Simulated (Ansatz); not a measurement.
In, a slab with vacuum:

```
CELL_PARAMETERS angstrom
3.36384 0.00000 0.00000
-1.68192 2.91317 0.00000
0.00000 0.00000 31.19956
ATOMIC_POSITIONS crystal
In 0.33333 0.66667 0.24039
In 0.00000 0.00000 0.32693
In 0.66667 0.33333 0.41346
In 0.00000 0.00000 0.50000
In 0.33333 0.66667 0.58654
In 0.00000 0.00000 0.67307
In 0.66667 0.33333 0.75961
```

The cell isn't the ideal one: the (0 0 1) slab of In, cut from the database cell, not relaxed.

Below is the output of Ansatz 0.2.0 for this cell. Logs are shortened: lines on timing, memory, paths and dates and some standing lists are left out, and cuts for length are marked.

```text
Warning: RAYON_NUM_THREADS=4 ignored (pool sized by the plan → 4); use --threads N
Engine: ansatz 0.2.0, aarch64-unknown-linux-gnu
Pseudopotentials: kind: paw
Pseudopotential: In, paw, valence charge 13, recommended cutoff 420 eV (normal), In.paw.azcp
Functional definition: PBE
  parameter kappa = 0.804
  parameter beta = 0.06672455060314922
  exchange = pbe_x(kappa = kappa, mu = beta*pi^2/3)
  correlation = pbe_c(beta = beta)
Crystal: 7 atoms, lattice volume = 305.739 Å³
Basis set: ecut = 420 eV, 6045 PW (Γ), exchange–correlation on 48×48×432 points (8 copies of the dense FFT grid, shifted against one another)
Bands: 55, of which v1, the nominal top of the filled ones, is band 46 counted from 1 (45 counted from 0)
Symmetry: 6 space group operations
k-points: 12 of 81 (time reversal used)
Non-local potential: In, projectors of the file, l = 0: 2, l = 1: 2, l = 2: 2, l = 3: 2
PAW form: soft (Blöchl's): semilocal exchange-correlation on the pseudo side does not see the compensation charge
PAW one-centre angular grid: In, 590 points (default); XC on 64 Gauss nodes
Initial density: superposition of atomic densities (neutral atoms: chi_scale 0, normalization atom), corrected by the library's trained network
[... 32 lines left out ...]
  E_paw        = -29063.840198  (= ΣΔE_a)
  E_vpaw       = -2090.910573  (= ΣTr[D̂ρ^β])
  E_aug_tail   = 0.000176  (compensation charges beyond the density's cutoff)
  E_efield     = 0.000000  (sawtooth field / dipole correction)
  E_vefield    = 0.000000  (∫n·V_field dr)
  E_ewald      = 23615.464559
  E_smearing   = -0.043595  (= −TS)
  E_closure    = 0.000000  (closes the sum)
  Σ components = -39184.447103   (vs F -39184.447103, Δ=0.00e0)
--- Forces (eV/Å), atoms counted from 1 ---
  atom   1  In     0.00000000    -0.00000000    -0.13253387
  atom   2  In     0.00000000    -0.00000000     0.14343517
  atom   3  In    -0.00000000     0.00000000    -0.08277763
  atom   4  In     0.00000000    -0.00000000     0.00000002
  atom   5  In     0.00000000    -0.00000000     0.08277782
  atom   6  In    -0.00000000     0.00000000    -0.14343569
  atom   7  In    -0.00000000     0.00000000     0.13253415
  max |Σ_I F_I| component: 1.09e-8 eV/Å
--- Band table (eV; the first three rows and the last of 12) ---
  k-point 0: bands = ["-10.0411", "-10.0400", "-10.0095", "-10.0022", "-9.9956", "-9.9803", "-9.9803", "-9.9761", "-9.9761", "-9.9480", "-9.9480", "-9.9433", "-9.9433", "-9.9375", "-9.9375", "-9.9351", "-9.9296", "-9.9073", "-9.9073", "-9.8877", "-9.8877", "-9.8354", "-9.8354", "-9.8193", "-9.8193", "-9.7893", "-9.7893", "-9.7624", "-9.7624", "-9.7273", "-9.7273", "-9.6804", "-9.6804", "-9.6433", "-9.6433", "-4.7012", "-4.4263", "-3.9424", "-3.2165", "-2.3311", "-1.2687", "-0.1192", "1.9068", "3.2869", "4.9223", "6.5628", "7.8282", "8.1935", "9.3346", "9.4687", "11.3805", "11.4251", "12.8265", "12.8265", "13.0410"]
  k-point 1: bands = ["-10.0325", "-10.0321", "-10.0054", "-10.0013", "-9.9933", "-9.9737", "-9.9730", "-9.9644", "-9.9545", "-9.9504", "-9.9495", "-9.9477", "-9.9218", "-9.9203", "-9.9192", "-9.9093", "-9.9078", "-9.8948", "-9.8856", "-9.8832", "-9.8623", "-9.8548", "-9.8408", "-9.8296", "-9.8158", "-9.7986", "-9.7888", "-9.7710", "-9.7618", "-9.7420", "-9.7248", "-9.6994", "-9.6784", "-9.6690", "-9.6408", "-4.4649", "-4.1889", "-3.7040", "-2.9782", "-2.0956", "-1.0400", "0.0941", "2.1692", "3.5240", "5.1429", "6.7713", "8.0365", "8.4095", "9.5318", "9.6783", "10.4425", "10.6978", "11.1385", "11.5434", "11.5942"]
  k-point 2: bands = ["-10.0668", "-10.0664", "-10.0340", "-10.0057", "-9.9950", "-9.9747", "-9.9720", "-9.9608", "-9.9439", "-9.9337", "-9.9285", "-9.9233", "-9.9156", "-9.8966", "-9.8921", "-9.8784", "-9.8759", "-9.8748", "-9.8577", "-9.8465", "-9.8254", "-9.8116", "-9.8067", "-9.8040", "-9.7996", "-9.7763", "-9.7744", "-9.7690", "-9.7490", "-9.7419", "-9.7294", "-9.7123", "-9.7094", "-9.6738", "-9.6354", "-3.7485", "-3.4708", "-2.9848", "-2.2614", "-1.3882", "-0.3527", "0.7399", "2.9319", "4.2139", "5.7657", "7.1638", "7.2972", "7.4544", "7.9810", "8.3398", "8.8619", "9.0434", "9.3361", "10.0806", "10.2579"]
  k-point 11: bands = ["-10.0530", "-10.0530", "-10.0334", "-10.0334", "-10.0074", "-9.9984", "-9.9633", "-9.9633", "-9.9511", "-9.8993", "-9.8993", "-9.8763", "-9.8711", "-9.8711", "-9.8556", "-9.8418", "-9.8418", "-9.8251", "-9.8183", "-9.8183", "-9.8125", "-9.7951", "-9.7951", "-9.7839", "-9.7684", "-9.7684", "-9.7501", "-9.7501", "-9.7065", "-9.7065", "-9.6816", "-9.6802", "-9.6537", "-9.6390", "-9.6390", "1.2917", "1.5375", "1.5780", "1.5780", "1.8614", "1.8614", "1.9122", "3.1869", "3.1869", "3.4890", "3.7508", "3.7508", "4.1631", "4.5329", "4.5329", "5.1653", "5.4027", "5.4027", "6.2686", "6.4110"]
```

Task: What input gives this log?

Result: Single point with PBE, no spin polarisation. The files as run (others can give the same):

input.yaml
```yaml
crystal:
  lattice:
    - [3.363843863, 0.0, 0.0]
    - [-1.6819219315, 2.9131742397, 0.0]
    - [0.0, 0.0, 31.19956254]
  atoms:
    - { symbol: In, position: [0.33333333, 0.66666666, 0.2403879859] }
    - { symbol: In, position: [0.0, 0.0, 0.3269253239] }
    - { symbol: In, position: [0.66666667, 0.33333334, 0.413462662] }
    - { symbol: In, position: [0.0, 0.0, 0.5] }
    - { symbol: In, position: [0.33333333, 0.66666666, 0.586537338] }
    - { symbol: In, position: [0.0, 0.0, 0.6730746761] }
    - { symbol: In, position: [0.66666667, 0.33333334, 0.7596120141] }
hamiltonian:
  xc: pbe
  pseudopotentials: { kind: paw }
kpoints:
  mp_grid: { grid: [9, 9, 1] }
scf:
  occupations: { method: fermi_dirac, width: 0.05 }
output:
  forces: true
  eigenvalues: true
efield:
  axis: 3
  dipole_correction: true
  ramp_width: 0.04
```

Potentials or basis: Ansatz PAW.
Command:
```sh
$ ansatz run input.yaml --threads 4 --pin off --max-ram 11264MiB --backend cpu --events-out ev --progress --plain --runs-dir out
```
